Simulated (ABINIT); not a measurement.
Crystal: PbF2 (Fluorocronite).

```
CELL_PARAMETERS angstrom
0.00000 2.96366 2.96366
2.96366 0.00000 2.96366
2.96366 2.96366 0.00000
ATOMIC_POSITIONS crystal
Pb 0.00000 0.00000 0.00000
F 0.75000 0.75000 0.75000
F 0.25000 0.25000 0.25000
```

Program: ABINIT 10.8.3 (patched build). Alike in all runs: no spin polarisation; cell as given; cutoff (eV) 626; smearing fermi-dirac 0.05 eV.

Order these runs on this cell by their pressure, lowest first.
A. level BLYP; potentials or basis JTH PAW PBE v2.0; k mesh 8 × 8 × 8; mesh quality not flagged
B. level PW91; potentials or basis JTH PAW PBE v2.0; k mesh 8 × 8 × 8; mesh quality not flagged
C. level AM05; potentials or basis JTH PAW PBE v2.0; k mesh 8 × 8 × 8; mesh quality not flagged
D. level LDA; potentials or basis JTH PAW LDA v2.0; k mesh 3 × 3 × 3; mesh quality coarse

D (-4.7 GPa), C (0.0 GPa), B (2.0 GPa), A (4.9 GPa).

Caveats: some runs use coarse meshes; the PAW data sets were made with another functional, which shifts forces and pressure a little (some runs).

Runs at the PBE level aren't shown here.
